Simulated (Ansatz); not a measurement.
## Energy ranking of BeC3 structures

All numbers below come from Ansatz, DFT PBE, scalar-relativistic, plane waves, PAW. Settings: cutoff 420 eV, Γ-centred meshes no coarser than 0.19 Å⁻¹ for metals and 0.3 Å⁻¹ for insulators (2π included), Gaussian smearing.

Temperature and zero-point effects are left out. Only the structures computed here compete, so a lower one can exist. For metals, differences of a few meV/atom aren't resolved. Weakly bound directions are ill-defined at this level, which has no dispersion term (BeC3 Immm). No run is spin-polarised.

| # | started from | space group | atoms | V (Å³/atom) | ΔE (meV/atom) | gap on mesh (eV) |
| --- | --- | --- | --- | --- | --- | --- |
| 1 | a random cell | Immm (No. 71) | 8 | 10.1 | 0 | 0.00 |
| 2 | Cu3Au (L1_2) type | Pm-3m (No. 221) | 4 | 6.8 | 1752 | 0.00 |

The lowest structure: Space group Immm (No. 71), orthorhombic, a = 2.591 Å, b = 6.324 Å, c = 9.827 Å. Be is coordinated by 4 C at 1.89 Å; around C on Wyckoff site h (2 atoms of the primitive cell) lie 3 C at 1.37–1.40 Å; C on Wyckoff site l (4 atoms of the primitive cell) is coordinated by 1 C at 1.40 Å and 1 C at 1.51 Å. Its energy against the elements is 1.16 eV/atom, so it is unstable even against them. The zero of energy is the lowest elemental structures computed at the same level; no fitted shifts are applied.

Space group Immm (No. 71). a = 2.591 Å, b = 6.324 Å, c = 9.827 Å, α = 90.00°, β = 90.00°, γ = 90.00°
```csv
atom,site,symmetry,x,y,z
Be,4i,mm2,0.5000,0.5000,0.3738
C,4h,m2m,0.5000,0.3915,0.0000
C,8l,m..,0.5000,0.7957,0.9234
```

The second: Space group Pm-3m (No. 221), cubic, a = 3.013 Å. Be has 12 C at 2.13 Å; around C lie 4 Be at 2.13 Å and 8 C at 2.13 Å.